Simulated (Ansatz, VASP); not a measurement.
**One calculation of Nb, two programs**

The input INCAR:

```
PREC = Accurate
ENCUT = 520
EDIFF = 1E-6
ISMEAR = -1
SIGMA = 0.05
LREAL = F
LASPH = T
NELM = 60
ALGO = Normal
ISIF = 2
LWAVE = F
LCHARG = F
GGA = PE
NBANDS = 12
```

Contents of KPOINTS:

```
regular mesh
0
Gamma
  10 10 10
```

File POSCAR:

```
Nb
1.0
    2.7729798164      0.0000000000      0.0000000000
    0.0000000000      2.7729798164      0.0000000000
    0.0000000000      0.0000000000      2.7729798164
Nb
1
Direct
    0.5000000000      0.5000000000      0.5000000000
```

input.yaml

```yaml
crystal:
  lattice:
    - [2.7729798164, 0.0, 0.0]
    - [0.0, 2.7729798164, 0.0]
    - [0.0, 0.0, 2.7729798164]
  atoms:
    - { symbol: Nb, position: [0.5, 0.5, 0.5] }
hamiltonian:
  xc: pbe
  pseudopotentials: { kind: paw, azcp: { folder: soft_1 } }
kpoints:
  mp_grid: { grid: [10, 10, 10] }
scf:
  occupations: { method: fermi_dirac, width: 0.05 }
output:
  forces: true
  stress: true
  eigenvalues: true
```

The cell was built by a generator and needn't be a form met in nature.

Alike in both runs: task single point; functional PBE; k mesh 10 × 10 × 10; occupations fermi-dirac, width 0.05 eV; no spin polarisation.

|  | VASP | Ansatz |
| --- | --- | --- |
| version | VASP 6.6.1 | Ansatz 0.2.0 |
| potentials or method | VASP PAW PBE potentials, release 64 (Nb_sv) | Ansatz PAW soft_1 |
| plane-wave cutoff (eV) | 520 | 420 |
| valence electrons in the cell | 13 | 13 |

```tsv
	VASP	Ansatz	Ansatz less VASP
gap on the k mesh at the Fermi level (eV)	none	none	-
pressure (GPa)	-6.2	-6.0	+0.16
```

A gap of «none» marks a metal or a gap that the smearing closes. With one functional, cell and mesh, what is left measures potentials, basis and numerics.
